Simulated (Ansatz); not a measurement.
# Structures of Te2Mo: which is lowest?

Plane-wave DFT in Ansatz with scalar-relativistic PAW potentials, cutoff 420 eV, Γ-centred meshes chosen by cell and gap, Gaussian smearing with energies taken to zero width. Every cell was relaxed (cell and atoms) in a run of its own, within the symmetry of its start. Functional: PBE+D3(BJ).

Relaxed structures (starts from databases or built by putting these elements on another compound's sites):
A. P-6m2, 3 atoms in the computed cell, a = 3.495 Å, c = 7.624 Å; sites (symmetry × multiplicity) Te 3m. × 2, Mo -6m2 × 1; start: database
B. P6_3/mmc, 6 atoms in the computed cell, a = 3.497 Å, c = 13.702 Å; sites (symmetry × multiplicity) Te 3m. × 4, Mo -6m2 × 2; start: database
C. P-6m2, 9 atoms in the computed cell, a = 3.497 Å, c = 21.309 Å; sites (symmetry × multiplicity) Te 3m. × 2 + 3m. × 2 + 3m. × 2, Mo -6m2 × 1 + 3m. × 2; start: database

Q: Rank them by energy. Could pressure change the order?

A:
| structure | group | E − E(lowest) (meV/atom) | V (Å³/atom) | gap on mesh (eV) |
| --- | --- | --- | --- | --- |
| B | P6_3/mmc | 0.0 | 24.19 | 0.65 |
| C | P-6m2 | 17.8 | 25.07 | 0.71 |
| A | P-6m2 | 54 | 26.89 | 0.93 |

B is lowest, 18 meV/atom under C. The lowest is also the densest of these, so pressure wouldn't bring one of the others in at first order. Other structures may lie lower than all of these, and vibrations aren't counted.

Spin-orbit coupling is left out, which matters for the bands of heavy elements. An atom lies near a switch of its D3 coefficient C6 between reference coordination numbers, so the dispersion energy changes steeply there and can make or shift the minimum.